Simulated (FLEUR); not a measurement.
# HgTe (Coloradoite) (F-43m) in FLEUR: a series of runs

One crystal, HgTe (Coloradoite), is run at these levels: PBE; tasks: single point.

Program: FLEUR MaX-R8.1 (later development tree). These are calculated values, not measurements. Logs are shortened: lines on timing, memory, paths and dates and some standing lists are left out, and cuts for length are marked.

## Step 1: Starting point

Symmetry: F-43m, No. 216, cubic system. The conventional cell has a = 6.429 Å, b = 6.429 Å, c = 6.429 Å, α = 90.00°, β = 90.00°, γ = 90.00°. Around Hg (site symmetry -43m) lie 4 Te at 2.78 Å. Around Te (site symmetry -43m) lie 4 Hg at 2.78 Å.

## Step 2: Single point, PBE

The input, inp.xml:

```xml
<?xml version="1.0" encoding="UTF-8" standalone="no"?>
<fleurInput fleurInputVersion="0.39">
   <comment>
      HgTe                                                                                                
   </comment>
   <calculationSetup>
      <cutoffs Kmax="3.8" Gmax="11.8" GmaxXC="11.8" numbands="0"/>
      <scfLoop itmax="60" minDistance="0.00001" maxIterBroyd="15" imix="Anderson" alpha="0.05" precondParam="0.0" spinf="2.0" sdNocoIR="T"/>
      <coreElectrons ctail="T" frcor="F" kcrel="0" coretail_lmax="0"/>
      <xcFunctional name="pbe" relativisticCorrections="F"/>
      <magnetism jspins="1"/>
      <soc l_soc="F" theta="0.0" phi="0.0" spav="F"/>
      <expertModes spex="0" secvar="F"/>
      <geometryOptimization l_f="T" forcealpha="1.0" forcemix="BFGS" epsdisp="0.0005" epsforce="0.0002"/>
      <ldaU l_linMix="F" mixParam="0.05" spinf="1.0"/>
   </calculationSetup>
   <cell>
      <bzIntegration valenceElectrons="42.0" mode="hist" fermiSmearingEnergy="0.00183747">
         <kPointListSelection listName="default-1"/>
         <!-- k-points included here -->
         <xi:include xmlns:xi="http://www.w3.org/2001/XInclude" href="kpts.xml"> </xi:include>
      </bzIntegration>
      <!-- symmetry operations included here -->
      <xi:include xmlns:xi="http://www.w3.org/2001/XInclude" href="sym.xml"> </xi:include>
      <bulkLattice scale="1.0">
         <bravaisMatrix>
            <row-1>    0.0000000000000000     6.0745246275267002     6.0745246275267002</row-1>
            <row-2>    6.0745246275267002     0.0000000000000000     6.0745246275267002</row-2>
            <row-3>    6.0745246275267002     6.0745246275267002     0.0000000000000000</row-3>
         </bravaisMatrix>
      </bulkLattice>
   </cell>
   <atomSpecies>
      <species name="Mercury (Hg)" element="Hg" atomicNumber="80">
         <mtSphere radius="2.3" gridPoints="783" logIncrement="0.017"/>
         <atomicCutoffs lmax="9" lnonsphr="7"/>
         <electronConfig flipSpins="F">
            <coreConfig>(1s1/2) (2s1/2) (2p1/2) (2p3/2) (3s1/2) (3p1/2) (3p3/2) (4s1/2) (3d3/2) (3d5/2) (4p1/2) (4p3/2) (4d3/2) (4d5/2) (4f5/2) (4f7/2)</coreConfig>
            <valenceConfig>(5s1/2) (5p1/2) (5p3/2) (6s1/2) (5d3/2) (5d5/2)</valenceConfig>
         </electronConfig>
         <energyParameters s="6" p="6" d="5" f="5"/>
         <lo type="SCLO" l="0" n="5" eDeriv="0"/>
         <lo type="SCLO" l="1" n="5" eDeriv="0"/>
         <lo type="SCLO" l="1" n="5" eDeriv="1"/>
         <lo type="SCLO" l="2" n="5" eDeriv="2"/>
         <lo type="SCLO" l="3" n="5" eDeriv="2"/>
      </species>
      <species name="Tellurium (Te)" element="Te" atomicNumber="52">
         <mtSphere radius="2.43" gridPoints="829" logIncrement="0.016"/>
         <atomicCutoffs lmax="10" lnonsphr="8"/>
         <electronConfig flipSpins="F">
            <coreConfig>(1s1/2) (2s1/2) (2p1/2) (2p3/2) (3s1/2) (3p1/2) (3p3/2) (4s1/2) (3d3/2) (3d5/2)</coreConfig>
            <valenceConfig>(4p1/2) (4p3/2) (5s1/2) (4d3/2) (4d5/2) (5p1/2) (5p3/2)</valenceConfig>
            <stateOccupation state="(5p1/2)" spinUp="0.666667" spinDown="0.666667"/>
            <stateOccupation state="(5p3/2)" spinUp="1.333333" spinDown="1.333333"/>
         </electronConfig>
         <energyParameters s="5" p="5" d="5" f="4"/>
         <lo type="SCLO" l="1" n="4" eDeriv="0"/>
         <lo type="SCLO" l="1" n="4" eDeriv="1"/>
         <lo type="SCLO" l="2" n="4" eDeriv="0"/>
         <lo type="SCLO" l="2" n="4" eDeriv="1"/>
         <lo type="SCLO" l="0" n="5" eDeriv="2"/>
         <lo type="SCLO" l="3" n="4" eDeriv="2"/>
      </species>
   </atomSpecies>
   <atomGroups>
      <atomGroup species="Mercury (Hg)">
         <relPos label="                   1">.0000000000 .0000000000 .0000000000</relPos>
         <force calculate="T" relaxXYZ="TTT"/>
      </atomGroup>
      <atomGroup species="Tellurium (Te)">
         <relPos label="                   2">-1.000/4.000 -1.000/4.000 -1.000/4.000</relPos>
         <force calculate="T" relaxXYZ="TTT"/>
      </atomGroup>
   </atomGroups>
   <output dos="F" band="F" slice="F">
      <checks vchk="F" cdinf="F"/>
      <bandDOS minEnergy="-.5*Htr" maxEnergy="0.5*Htr" sigma="0.015" storeEVData="T"/>
      <vacuumDOS vacdos="F" integ="F" star="F" nstars="0" locx1="0.0" locy1="0.0" locx2="0.0" locy2="0.0" nstm="0" tworkf="0.0"/>
      <unfoldingBand unfoldBand="F" supercellX="1" supercellY="1" supercellZ="1"/>
      <plotting iplot="0" polar="F">
         <plot TwoD="T" vec1="  1.0  0.0  0.0" vec2="  0.0  1.0  0.0" vec3="  0.0  0.0  1.0" zero="  0.0  0.0  0.0" file="plot"/>
      </plotting>
      <chargeDensitySlicing numkpt="0" minEigenval="0.0" maxEigenval="0.0" nnne="0" pallst="F"/>
      <specialOutput eonly="F"/>
      <moessbauerParams electricFieldGradient="T" isomerShift="T" coreHyperfine="T" valenceHyperfine="T"/>
      <magneticCircularDichroism mcd="F" energyLo="-10.0" energyUp="0.0"/>
   </output>
  <!-- We include the file relax.xml here to enable relaxations (see documentation) -->
  <xi:include xmlns:xi="http://www.w3.org/2001/XInclude" href="relax.xml"> <xi:fallback/> </xi:include>
</fleurInput>
```

The input, crystal.txt:

```
HgTe
&input cartesian=F /
0.0000000000  3.2145000000  3.2145000000
3.2145000000  0.0000000000  3.2145000000
3.2145000000  3.2145000000  0.0000000000
1.8897261246
1.0 1.0 1.0

2
80 0.0000000000  0.0000000000  0.0000000000
52 0.7500000000  0.7500000000  0.7500000000

&kpt div1=7 div2=7 div3=7 gamma=T /
```

Potentials or basis: all-electron, FLAPW.

Launch:

```bash
$ inpgen -f crystal.txt -profile fastHighL
$ # inp.xml edited to the form shown
$ fleur_MPI
```

What it wrote:

```text
Welcome to FLEUR        (www.flapw.de)
      MaX-Release 8.1          (www.max-centre.eu)

 ========== k-point set info ==========
 Selected k-point list: default-1
 k-point list type: mesh
 7 x 7 x 7
 Number of k points: 20

 ------------Calculation Setup---------------------------
 Number of MPI-tasks      :            1
 Number of PE/node        :            1
 Number of OMP-threads    :            1
 Most efficient MPI parallelization for:
           1           2           4           5          10          20
 Additional eigenvalue parallelization possible
 Number of basis functions:          508
 Approximate size of matrices (H+S) per k-point:         0.008 GB
 --------------------------------------------------------
 Iteration:     1   Distance:       8.80242743 me/bohr^3
 Iteration:     2   Distance:       8.13325590 me/bohr^3
 Iteration:     3   Distance:       4.09784037 me/bohr^3
 Iteration:     4   Distance:       1.14404694 me/bohr^3
 Iteration:     5   Distance:       0.91898288 me/bohr^3
 Iteration:     6   Distance:       0.14553585 me/bohr^3
 Iteration:     7   Distance:       0.06796565 me/bohr^3
 Iteration:     8   Distance:       0.03518192 me/bohr^3
 Iteration:     9   Distance:       0.00537046 me/bohr^3
 Iteration:    10   Distance:       0.00295692 me/bohr^3
 Iteration:    11   Distance:       0.00136206 me/bohr^3
 Iteration:    12   Distance:       0.00016621 me/bohr^3
 Iteration:    13   Distance:       0.00013627 me/bohr^3
 Iteration:    14   Distance:       0.00001765 me/bohr^3
 Iteration:    15   Distance:       0.00000183 me/bohr^3

 ********************************************************************
 Run finished successfully
 Stop message:
   Structural relaxation: Done
 ********************************************************************
```

out.xml (last iteration):

```text
<iteration numberForCurrentRun="   16" overallNumber="   16">
         <energyParameters units="Htr">
            <atomicEP atomType="1" spin="1" branch="6s" branchLowest="-4.02" branchHighest="1.59" value="-0.0573716655"/>
            <atomicEP atomType="1" spin="1" branch="6p" branchLowest="-2.09" branchHighest="2.69" value="0.1197649518"/>
            <atomicEP atomType="1" spin="1" branch="5d" branchLowest="-12.47" branchHighest="0.21" value="-0.0435338322"/>
            <atomicEP atomType="1" spin="1" branch="5f" branchLowest="-3.21" branchHighest="2.54" value="0.4175991777"/>
            <loAtomicEP atomType="1" spin="1" branch="5s" branchLowest="-27.89" branchHighest="-4.02" value="-4.0231041627"/>
            <loAtomicEP atomType="1" spin="1" branch="5p" branchLowest="-20.83" branchHighest="-2.09" value="-2.1773173572"/>
            <loAtomicEP atomType="1" spin="1" branch="5p" branchLowest="-20.83" branchHighest="-2.09" value="-2.1773173572"/>
            <loAtomicEP atomType="1" spin="1" branch="5d" branchLowest="-12.47" branchHighest="0.21" value="-0.0642991686"/>
            <loAtomicEP atomType="1" spin="1" branch="5f" branchLowest="-3.21" branchHighest="2.54" value="0.4175943200"/>
            <atomicEP atomType="2" spin="1" branch="5s" branchLowest="-5.66" branchHighest="0.52" value="-0.2422897578"/>
            <atomicEP atomType="2" spin="1" branch="5p" branchLowest="-3.82" branchHighest="1.24" value="0.0263412742"/>
            <atomicEP atomType="2" spin="1" branch="5d" branchLowest="-1.12" branchHighest="2.49" value="0.2475621656"/>
            <atomicEP atomType="2" spin="1" branch="4f" branchLowest="-9.99" branchHighest="1.61" value="0.4022712018"/>
            <loAtomicEP atomType="2" spin="1" branch="4p" branchLowest="-29.13" branchHighest="-3.82" value="-3.8305500176"/>
            <loAtomicEP atomType="2" spin="1" branch="4p" branchLowest="-29.13" branchHighest="-3.82" value="-3.8305500176"/>
            <loAtomicEP atomType="2" spin="1" branch="4d" branchLowest="-20.18" branchHighest="-1.12" value="-1.1459325228"/>
            <loAtomicEP atomType="2" spin="1" branch="4d" branchLowest="-20.18" branchHighest="-1.12" value="-1.1459325228"/>
            <loAtomicEP atomType="2" spin="1" branch="5s" branchLowest="-5.66" branchHighest="0.52" value="-0.2422897578"/>
            <loAtomicEP atomType="2" spin="1" branch="4f" branchLowest="-9.99" branchHighest="1.61" value="0.4022719645"/>
         </energyParameters>
         <eigenvalues>
            <eigenvaluesAt spin="1" ikpt="1" k_x="0.00000000" k_y="0.00000000" k_z="0.00000000">
                      -4.0230701102       -3.8189837469       -3.8189837469       -3.8189837469       -2.1256470306
                      -2.1256470306       -2.1256470306       -1.1488467067       -1.1488467067       -1.1488467067
                      -1.1485281814       -1.1485281814       -0.2413760826       -0.0698525469       -0.0698525469
                      -0.0698525469       -0.0495826683       -0.0495826683        0.1782428823        0.2036841257
                       0.2036841257        0.2036841257        0.3584677362        0.3584677362        0.3584677362
                       0.4410705718        0.5612000832        0.5612000832        0.5653610828        0.5653610828
                       0.5653610828        0.6487635733        0.8712678171
            </eigenvaluesAt>
            <eigenvaluesAt spin="1" ikpt="2" k_x="0.00000000" k_y="0.00000000" k_z="0.14285714">
                      -4.0230696671       -3.8189834666       -3.8189834666       -3.8189829662       -2.1256447947
                      -2.1256447947       -2.1256417989       -1.1488440152       -1.1488415191       -1.1488415191
                      -1.1485222873       -1.1485222873       -0.2375888208       -0.0687862869       -0.0687862869
                      -0.0684059911       -0.0496580086       -0.0496580086        0.1275355205        0.1952202546
                       0.1952202546        0.2312454693        0.3574567345        0.3694679719        0.3694679719
                       0.4821505720        0.5238386783        0.5238386783        0.5492201359        0.6251498197
                       0.6251498197        0.6999089810        0.8348228219
[... 4 lines left out ...]
                      -1.1485097983       -1.1485097983       -0.2285605813       -0.0666630484       -0.0666630484
                      -0.0614751282       -0.0494669108       -0.0494669108        0.0624689500        0.1790199117
[... 54 lines left out ...]
         </coreStates>
         <allElectronCharges>
            <spinDependentCharge spin="1" total="132.0000000" interstitial="4.8872187" mtSpheres="127.1127813"/>
            <totalCharge value="131.9999999932"/>
         </allElectronCharges>
         <moessbauerParams unitsHFF="kG" unitsIS="e/bohr^3" unitsEFG="Htr/bohr^2">
            <coreIsomerShift atomType="1" isTotal="2518899.09199">
               <shell n="1" l="0" isomerShift="2081795.15252"/>
               <shell n="2" l="0" isomerShift="315161.31786"/>
               <shell n="2" l="1" isomerShift="23458.42228"/>
               <shell n="3" l="0" isomerShift="72400.67134"/>
               <shell n="3" l="1" isomerShift="6044.52546"/>
               <shell n="4" l="0" isomerShift="18515.46194"/>
               <shell n="3" l="2" isomerShift="0.00250"/>
               <shell n="4" l="1" isomerShift="1523.53740"/>
               <shell n="4" l="2" isomerShift="0.00068"/>
               <shell n="4" l="3" isomerShift="0.00000"/>
            </coreIsomerShift>
            <coreIsomerShift atomType="2" isTotal="232178.68140">
               <shell n="1" l="0" isomerShift="201660.44901"/>
               <shell n="2" l="0" isomerShift="24008.85933"/>
               <shell n="2" l="1" isomerShift="632.51453"/>
               <shell n="3" l="0" isomerShift="4745.18876"/>
               <shell n="3" l="1" isomerShift="135.56327"/>
               <shell n="4" l="0" isomerShift="996.10648"/>
               <shell n="3" l="2" isomerShift="0.00003"/>
            </coreIsomerShift>
            <isomerShift atomType="1" nucleusRadius="0.0001383" averageDensity="2522873.47167"/>
            <isomerShift atomType="2" nucleusRadius="0.0001189" averageDensity="232294.94948"/>
            <electricFieldGradient atomType="1" VXX="0.00000" VYY="0.00000" VZZ="0.00000" asymParam="0.00000">
            </electricFieldGradient>
            <electricFieldGradient atomType="2" VXX="0.00000" VYY="0.00000" VZZ="0.00000" asymParam="0.00000">
            </electricFieldGradient>
         </moessbauerParams>
         <totalEnergy                                    value="   -26458.6833152933" units="Htr">
            <sumOfEigenvalues                            value="   -16247.1814911141">
               <coreElectrons value="-16191.6081477969"/>
               <valenceElectrons value="-55.5733433172"/>
            </sumOfEigenvalues>
            <densityCoulombPotentialIntegral value="-45405.5437586694"/>
            <densityEffectivePotentialIntegral value="-46124.6884519699"/>
            <chargeDenXCDenIntegral value="-549.9457600327"/>
            <FockExchangeEnergyValence value="0.0000000000"/>
            <FockExchangeEnergyCore value="0.0000000000"/>
            <atomTypeDependentContributions atomType="1">
               <electronNucleiInteractionDifferentMTs value="24773.8500818315"/>
               <MadelungTerm value="-45.0566062628"/>
            </atomTypeDependentContributions>
            <atomTypeDependentContributions atomType="2">
               <electronNucleiInteractionDifferentMTs value="8234.7443851424"/>
               <MadelungTerm value="-29.8215635450"/>
            </atomTypeDependentContributions>
            <tkbTimesEntropy value="0.0000252618"/>
            <freeEnergy value="-26458.6833405551"/>
            <extrapolationTo0K value="-26458.6833279242"/>
         </totalEnergy>
         <totalForcesOnRepresentativeAtoms units="Htr/bohr">
            <forceTotal atomType="1" x="0.000000" y="0.000000" z="0.000000" F_x="0.00000000" F_y="0.00000000" F_z="0.00000000"/>
            <forceTotal atomType="2" x="-3.037262" y="-3.037262" z="-3.037262" F_x="0.00000000" F_y="0.00000000" F_z="0.00000000"/>
         </totalForcesOnRepresentativeAtoms>
      </iteration>
```

It took 61 s on 1 thread of Arm Neoverse V2, shared host; peak memory 0.07 GiB.

Results:

* Free energy: -719977.4519 eV
* Band gap on the k mesh: none (metal or under the smearing width)
* Valence electrons inside the program's atomic spheres: Hg 17.64; Te 19.47 (radii Hg 2.3, Te 2.43 bohr)

Levels at points of the mesh, in eV from the Fermi level:
| k point | band 17 | band 18 | band 19 | band 20 | band 21 | band 22 | band 23 | band 24 | band 25 | band 26 |
| --- | --- | --- | --- | --- | --- | --- | --- | --- | --- | --- |
| (0.00, 0.00, 0.00) | -6.93 | -6.93 | -0.73 | -0.04 | -0.04 | -0.04 | 4.17 | 4.17 | 4.17 | 6.42 |

Core levels (eV from the Fermi level):
```csv
atom,levels
1 Hg,"1s1/2 -83046.5, 2s1/2 -14704.0, 2p1/2 -14104.9, 2p3/2 -12156.8, 3s1/2 -3486.9, 3p1/2 -3217.7, 3p3/2 -2786.1, 4s1/2 -764.6, 3d3/2 -2341.6, 3d5/2 -2249.1, 4p1/2 -649.2, 4p3/2 -545.0, 4d3/2 -356.9, 4d5/2 -337.4, 4f5/2 -95.3, 4f7/2 -91.1"
2 Te,"1s1/2 -31602.9, 2s1/2 -4840.9, 2p1/2 -4535.1, 2p3/2 -4260.6, 3s1/2 -959.7, 3p1/2 -834.0, 3p3/2 -782.8, 4s1/2 -159.5, 3d3/2 -561.2, 3d5/2 -550.5"
```

## Step 3: Single point, PBE (atoms moved at random, drawn with an rms of 0.05 Å)

Changes to inp.xml since step 2:

```diff
@@ -34,3 +34,3 @@
       <species name="Mercury (Hg)" element="Hg" atomicNumber="80">
-         <mtSphere radius="2.3" gridPoints="783" logIncrement="0.017"/>
+         <mtSphere radius="2.3" gridPoints="777" logIncrement="0.017"/>
          <atomicCutoffs lmax="9" lnonsphr="7"/>
@@ -48,3 +48,3 @@
       <species name="Tellurium (Te)" element="Te" atomicNumber="52">
-         <mtSphere radius="2.43" gridPoints="829" logIncrement="0.016"/>
+         <mtSphere radius="2.43" gridPoints="823" logIncrement="0.016"/>
          <atomicCutoffs lmax="10" lnonsphr="8"/>
@@ -67,3 +67,3 @@
       <atomGroup species="Mercury (Hg)">
-         <relPos label="                   1">.0000000000 .0000000000 .0000000000</relPos>
+         <relPos label="                   1">-.0026330000 .0031470000 -.0044180000</relPos>
          <force calculate="T" relaxXYZ="TTT"/>
@@ -71,3 +71,3 @@
       <atomGroup species="Tellurium (Te)">
-         <relPos label="                   2">-1.000/4.000 -1.000/4.000 -1.000/4.000</relPos>
+         <relPos label="                   2">-.2512740000 -.2477370000 -.2507920000</relPos>
          <force calculate="T" relaxXYZ="TTT"/>
```

Changes to crystal.txt since step 2:

```diff
@@ -9,4 +9,4 @@
 2
-80 0.0000000000  0.0000000000  0.0000000000
-52 0.7500000000  0.7500000000  0.7500000000
+80 -0.0026330000  0.0031470000  -0.0044180000
+52 0.7487260000  0.7522630000  0.7492080000
```

Potentials or basis: all-electron, FLAPW.

Launch:

```bash
$ inpgen -f crystal.txt -profile fastHighL
$ # inp.xml edited to the form shown
$ fleur_MPI
```

It took 12 min on 1 thread of Arm Neoverse V2, shared host; peak memory 0.24 GiB.

Results (log left out):

```yaml
Free_energy: -719977.4512 eV
Largest_force: 0.079 eV/Å
Band_gap_on_the_k_mesh: none (metal or under the smearing width)
Valence_electrons_inside_the_program's_atomic_spheres: Hg 17.64; Te 19.47 (radii Hg 2.3, Te 2.43 bohr)
```

Forces in eV/Å, atoms in the order of the input:
```
Hg   0.038  0.069  0.009
Te  -0.038 -0.069 -0.009
```

Levels at points of the mesh, in eV from the Fermi level:
| k point | band 18 | band 19 | band 20 | band 21 | band 22 | band 23 | band 24 | band 25 |
| --- | --- | --- | --- | --- | --- | --- | --- | --- |
| (0.00, 0.00, 0.00) | -6.93 | -0.73 | -0.05 | -0.04 | -0.03 | 4.16 | 4.17 | 4.19 |

Core levels (eV from the Fermi level):
```csv
atom,levels
1 Hg,"1s1/2 -83046.5, 2s1/2 -14704.0, 2p1/2 -14104.9, 2p3/2 -12156.8, 3s1/2 -3486.9, 3p1/2 -3217.7, 3p3/2 -2786.1, 4s1/2 -764.6, 3d3/2 -2341.6, 3d5/2 -2249.2, 4p1/2 -649.2, 4p3/2 -545.0, 4d3/2 -356.9, 4d5/2 -337.4, 4f5/2 -95.3, 4f7/2 -91.1"
2 Te,"1s1/2 -31602.9, 2s1/2 -4840.9, 2p1/2 -4535.1, 2p3/2 -4260.6, 3s1/2 -959.7, 3p1/2 -834.0, 3p3/2 -782.8, 4s1/2 -159.5, 3d3/2 -561.2, 3d5/2 -550.5"
```
